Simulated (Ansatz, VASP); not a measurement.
## One calculation of Al, two programs

File INCAR:

```
PREC = Accurate
ENCUT = 520
EDIFF = 1E-6
ISMEAR = 0
SIGMA = 0.1
LREAL = F
LASPH = T
NELM = 100
ALGO = Normal
ISIF = 2
LWAVE = F
LCHARG = F
NBANDS = 10
```

KPOINTS

```
Automatic mesh
0
Gamma
  14 14 7
```

The input POSCAR:

```
Al
1.0
    2.8124553500      0.0000000000      0.0000000000
   -1.4062276800      2.4356577800      0.0000000000
    0.0000000000      0.0000000000      4.8668500000
Al
2
Direct
    0.6666666712      0.3333333306      0.7500000000
    0.3333333323      0.6666666694      0.2500000000
```

Input for Ansatz:

```yaml
crystal:
  lattice:
    - [2.81245535, 0.0, 0.0]
    - [-1.40622768, 2.43565778, 0.0]
    - [0.0, 0.0, 4.86685]
  atoms:
    - { symbol: Al, position: [0.6666666712241309, 0.33333333059622194, 0.75] }
    - { symbol: Al, position: [0.333333332331481, 0.6666666694037781, 0.25] }
kpoints:
  mp_grid:
    grid: [14, 14, 7]
hamiltonian:
  xc: lda
  pseudopotentials:
    kind: paw
scf:
  occupations:
    method: gaussian
    width: 0.1
output:
  forces: true
  stress: true
  eigenvalues: true
```

This isn't the form of Al at room conditions, which is fcc.

Alike in both runs: task single point; functional LDA; k mesh 14 × 14 × 7; occupations gaussian, width 0.1 eV; no spin polarisation.

|  | VASP | Ansatz |
| --- | --- | --- |
| version | VASP 6.6.1 | Ansatz 0.2.0 |
| potentials or method | VASP PAW LDA potentials, release 64 (Al) | plane waves, PAW |
| plane-wave cutoff (eV) | 520 | 420 |
| valence electrons in the cell | 6 | 6 |

|  | VASP | Ansatz | Ansatz less VASP |
| --- | --- | --- | --- |
| gap on the k mesh at the Fermi level (eV) | none | none | - |
| pressure (GPa) | -3.0 | -3.1 | -0.05 |
| largest component of the traceless stress (GPa) | 1.12 | 1.10 | -0.015 |

A gap of «none» marks a metal or a gap that the smearing closes.
